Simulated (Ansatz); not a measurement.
Crystal: Sb.

```xyz
2
Lattice="3.3545 0.0000 0.0000 -1.6773 2.9051 0.0000 0.0000 0.0000 5.4702" Properties=species:S:1:pos:R:3 pbc="T T T"
Sb    1.6773    0.9684    4.1026
Sb    0.0000    1.9367    1.3675
```

This isn't the form of Sb at room conditions, which is rhombohedral.

| Quantity | Value |
| --- | --- |
| Program | Ansatz 0.2.0 |
| Task | single point |
| Functional | PBEsol |
| Potentials or basis | Ansatz PAW |
| Cutoff | 420 eV (not typed: the program's choice for these potentials) |
| k mesh | 9 × 9 × 5 |
| Occupations | fermi-dirac, width 0.05 eV |
| Spin | no spin polarisation |

On this cell: pressure -1.6 GPa; largest force under 0.003 eV/Å; band gap on the k mesh none (metal or under the smearing width).

The same run follows on a disturbed copy (atoms moved at random, drawn with an rms of 0.05 Å):

```
Sb
1.0
     3.35453    0.00000    0.00000
    -1.67727    2.90511    0.00000
     0.00000    0.00000    5.47016
Sb
2
Direct
  0.67819 0.33447 0.75155
  0.32096 0.66257 0.25561
```

Question: What does the disturbed cell give?

Answer: The energy (extrapolated to zero smearing) moves by -1.2 meV/atom; pressure -1.6 GPa; largest force 0.042 eV/Å; band gap on the k mesh none (metal or under the smearing width).

Forces in eV/Å, atoms in the order of the input:
```
Sb   0.026  0.007 -0.032
Sb  -0.026 -0.007  0.032
```

Stress tensor (GPa, compression positive):
```
-1.42  0.17  0.02
 0.17 -1.46  0.01
 0.02  0.01 -1.79
```

The energy falls, though the first cell shows no forces: that form is unstable against this distortion, unless noise or another electronic state is at work.

Caveats: the PAW data sets come from PBE, with cores solved anew for the run's functional, which leaves a small shift of forces and pressure.
